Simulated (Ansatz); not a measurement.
Crystal: HfO2.

```xyz
3
Lattice="0.0000 2.5575 2.5575 2.5575 0.0000 2.5575 2.5575 2.5575 0.0000" Properties=species:S:1:pos:R:3 pbc="T T T"
Hf    0.0000    0.0000    0.0000
O     3.8363    3.8363    3.8363
O     1.2788    1.2788    1.2788
```

Measurements of this composition are mostly on another form, of space group No. 14.

Base run:

| Item | Value |
| --- | --- |
| Program | Ansatz 0.2.0 |
| Functional | PBE |
| Potentials or basis | Ansatz PAW earlier set |
| Cutoff | 900 eV |
| Density cutoff | 3600 eV |
| k mesh | 9 × 9 × 9 |
| Occupations | fermi-dirac, width 0.05 eV |
| Spin | no spin polarisation |

Its results: band gap on the k mesh 3.82 eV, indirect (least direct gap 3.93 eV); pressure -2.4 GPa.

Question: The run is repeated on the same cell with these changes: potentials or basis from Ansatz PAW earlier set to PseudoDojo stringent (PBE files); cutoff from 900 eV to 1796 eV; density cutoff from 3600 eV to 7184 eV. What comes out?

Answer: Band gap on the k mesh 3.83 eV, indirect (least direct gap 3.94 eV); pressure -3.2 GPa.

Caveats: the k mesh misses the band edges, so the gap on the mesh is wider than the one along the path; spin-orbit coupling is left out, which moves the levels of the heavy elements.
